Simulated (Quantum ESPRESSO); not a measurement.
The system is Na.

```
CELL_PARAMETERS angstrom
-2.14100 2.14100 2.14100
2.14100 -2.14100 2.14100
2.14100 2.14100 -2.14100
ATOMIC_POSITIONS crystal
Na 0.00000 0.00000 0.00000
```

```yaml
Program: Quantum ESPRESSO 7.5
Task: phonons and electron-phonon coupling
Functional: PBE
Potentials_or_basis: GBRV 1.5 PBE
Cutoff: 612 eV
Density_cutoff: 4898 eV
k_mesh: 8 × 8 × 8
Occupations: methfessel-paxton, width 0.272 eV
Spin: no spin polarisation
Mixing_beta: 0.5
Most_SCF_iterations: 120
SCF_threshold: 2e-10 Ry
q_mesh: 4 × 4 × 4
```

The cell and the atoms were relaxed first, to 36.99 Å³/atom (a = 3.636 Å, b = 3.636 Å, c = 3.636 Å, α = 109.47°, β = 109.47°, γ = 109.47°), and the response was taken there.

Is this structure dynamically stable at this level, and how far does the spectrum reach?

Yes, as far as this q mesh shows: no mode on the path is imaginary. The highest frequency is 127 cm⁻¹.

Phonon frequencies at the corners of the path (cm⁻¹, interpolated; i marks imaginary ones):
```csv
point,frequencies
Γ,0 0 0
H,122 122 122
N,28 87 127
P,94 94 94
```

Harmonic thermodynamics per atom at this volume (zero-point energy 15.7 meV, Debye temperature from the second moment 166 K):
| T (K) | free energy (meV) | entropy (k_B) | heat capacity Cv (k_B) |
| --- | --- | --- | --- |
| 50 | 13.8 | 1.25 | 1.86 |
| 100 | 4.8 | 2.84 | 2.63 |
| 200 | -28.8 | 4.77 | 2.90 |
| 298.15 | -74.4 | 5.94 | 2.95 |
| 500 | -192.3 | 7.48 | 2.98 |
| 800 | -405.2 | 8.88 | 2.99 |

Phonon states per cell in windows of 10 cm⁻¹ (negative: imaginary):
```csv
from (cm⁻¹),total
0,0.00
10,0.01
20,0.06
30,0.16
40,0.22
50,0.29
60,0.22
70,0.22
80,0.32
90,0.36
100,0.31
110,0.53
120,0.28
```

Caveat: the mesh is thin for the phonons of a metal; λ from interpolated matrix elements is rough: modes that symmetry makes equal can differ by tens of percent.
